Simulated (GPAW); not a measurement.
The system is KI.

```
I K
1.0
     0.00000    3.53277    3.53277
     3.53277    0.00000    3.53277
     3.53277    3.53277    0.00000
I K
1 1
Direct
  0.50000 0.50000 0.50000
  0.00000 0.00000 0.00000
```

```yaml
Program: GPAW 26.7.0
Task: relaxation of cell and atoms
Functional: PBE
Potentials_or_basis: GPAW PAW data sets (gpaw-data 1.2.1)
Cutoff: 600 eV
Basis: pw
k_mesh: 7 × 7 × 7
Occupations: fermi-dirac, width 0.05 eV
Spin: no spin polarisation
```

At the start: pressure 0.6 GPa; volume 44.09 Å³/atom.

Task: Where does the relaxation end?

Result: Over 3 steps the energy falls by 3.8 meV/atom and the volume is 46.13 Å³/atom (+4.6 %); space group Fm-3m (No. 225, to 0.05 Å).

Step by step:
```tsv
step	energy change (eV)	largest force (eV/Å)	pressure (GPa)	volume (Å³)
1	0.0000	0.0000	0.57	88.18
2	-0.0010	0.0000	0.53	88.48
3	-0.0076	0.0000	0.03	92.26
```

Final structure:
```
I K
1.0
     0.00000    3.58641    3.58641
     3.58641    0.00000    3.58641
     3.58641    3.58641    0.00000
I K
1 1
Direct
  0.50000 0.50000 0.50000
  0.00000 0.00000 0.00000
```

Caveat: later steps reuse the first step's grids.
